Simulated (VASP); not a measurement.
Wanted: the native input for a VASP 6.6.1 run.

```yaml
Task: single point
Functional: PBE
Potentials_or_basis: VASP PAW PBE potentials, release 64 (V_sv)
Cutoff: 900 eV
k_mesh: 21 × 21 × 10
Occupations: gaussian, width 0.1 eV
Spin: collinear spin, ferromagnetic start
Starting_moments: "[2.0, 2.0] μB"
Further_INCAR_settings: ADDGRID = False; ALGO = Normal; EDIFF = 1e-08
```

The structure of V lies in POSCAR:

```
V
1.0
    2.6042941027      0.0000000000      0.0000000000
   -1.3021470513      2.2553848518      0.0000000000
    0.0000000000      0.0000000000      4.7233360000
V
2
Direct
    0.3333333333      0.6666666667      0.2500000000
    0.6666666667      0.3333333333      0.7500000000
```

This isn't the form of V at room conditions, which is bcc.

These files were run (other wordings do the same):

INCAR

```
  PREC = Accurate
  ENCUT = 900
  EDIFF = 1E-8
  ISMEAR = 0
  SIGMA = 0.1
  LREAL = F
  LASPH = T
  NELM = 100
  ALGO = Normal
  ISIF = 2
  LWAVE = F
  LCHARG = F
  ISPIN = 2
  MAGMOM = 2 2
  LORBIT = 11
  LMAXMIX = 4
  GGA = PE
  ADDGRID = F
```

KPOINTS

```
Automatic mesh
0
Gamma
  21 21 10
```

Potentials or basis: VASP PAW PBE potentials, release 64 (V_sv).

Command:

```sh
$ cat potpaw_PBE.64/V_sv/POTCAR > POTCAR
$ mpirun -np 1 vasp_std > vasp.out
```

It gave:

```json
{
 "Pressure": "-0.2 GPa",
 "Band gap on the k mesh": "none (metal or under the smearing width)",
 "Net moment": "0.00 μB per cell",
 "Valence electrons inside the program's atomic spheres": "V 11.63"
}
```

It took 9.5 min on 1 thread of Intel(R) Xeon(R) Platinum 8488C (Sapphire Rapids), on a shared host, peak memory 0.58 GiB.
